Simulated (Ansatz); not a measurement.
**HgSe: stress in a strained cell**

Aim: deform HgSe (x and y strained by -1.5 %, z held) and compute stress, forces and field gradients with LAPW, PAW and all-electron datasets made for the crystal.

Program: Ansatz 0.2.0. Level of theory: DFT PBEsol, scalar-relativistic. These are calculated values, not measurements.

1 further run of the same task is left out (it didn't finish).

**1. The system as given**

Symmetry: F-43m, No. 216, cubic system. Conventional cell: a = 6.193 Å, b = 6.193 Å, c = 6.193 Å, α = 90.00°, β = 90.00°, γ = 90.00°. Around Hg (site symmetry -43m) lie 4 Se at 2.68 Å. Se (site symmetry -43m) has 4 Hg at 2.68 Å as nearest neighbours.

Structure file:

```xyz
2
Lattice="0.0000 3.0963 3.0963 3.0963 0.0000 3.0963 3.0963 3.0963 0.0000" Properties=species:S:1:pos:R:3 pbc="T T T"
Hg    0.0000    0.0000    0.0000
Se    1.5482    1.5482    1.5482
```

Atoms are numbered in the order of the input: Hg1, Se2.

**2. The deformed structure**

Space group F-43m before, I-4m2 after.

**3. All-electron LAPW**

Input file input.yaml:

```yaml
crystal:
  lattice:
    - [0.0, 3.0498811211, 3.0963260113]
    - [3.0498811211, 0.0, 3.0963260113]
    - [3.0498811211, 3.0498811211, 0.0]
  atoms:
    - { symbol: Hg, position: [0.0, 0.0, 0.0] }
    - { symbol: Se, position: [0.25, 0.25, 0.25] }
kpoints:
  mp_grid: { grid: [10, 10, 10] }
scf:
  occupations: { method: fermi_dirac, width: 0.05 }
hamiltonian:
  xc: pbesol
  pseudopotentials: { kind: all_electron, lapw: { basis_error: 0.00025 } }
output:
  forces: true
  stress: true
  eigenvalues: true
```

Command:

```sh
> ansatz run input.yaml --threads 1 --pin off --max-ram 2048MiB --backend cpu --events-out ev --progress --plain --runs-dir out
```

**4. PAW with frozen cores**

input.yaml, as its differences from that of step 3:

```diff
@@ -14,3 +14,3 @@
   xc: pbesol
-  pseudopotentials: { kind: all_electron, lapw: { basis_error: 0.00025 } }
+  pseudopotentials: { kind: paw }
 output:
@@ -19 +19,6 @@
   eigenvalues: true
+  efg: { contact_densities: true }
+  write_density: true
+  write_potential: true
+  elf: true
+  volumetric_format: npy
```

**5. Datasets made for this crystal**

input.yaml, as its differences from that of step 4:

```diff
@@ -14,3 +14,3 @@
   xc: pbesol
-  pseudopotentials: { kind: paw }
+  pseudopotentials: { kind: all_electron, datasets: crystal }
 output:
@@ -20,5 +20 @@
   efg: { contact_densities: true }
-  write_density: true
-  write_potential: true
-  elf: true
-  volumetric_format: npy
```

(Steps that only read results are left out.)

**Question.** What will these runs give? Wanted: pressure; largest shear or deviatoric stress.

As calculated:

```
                                 quantity                                           value
                                 pressure  LAPW 0.07, PAW 0.06, crystal datasets 0.07 GPa
largest shear or deviatoric stress (LAPW)                                        0.15 GPa
```

In words: The largest part of the stress beyond the pressure is 0.15 GPa in size, in the zz component; the atoms are carried along and not relaxed. No run of the undeformed cell stands beside it, so the pressure holds what the given cell had before the change. PAW: stress within 0.01 GPa of LAPW. Crystal datasets: stress within 0.01 GPa of LAPW. Spin-orbit coupling is left out, though the cell holds Hg; in elements this heavy it can shift bands and gaps by tenths of an eV.
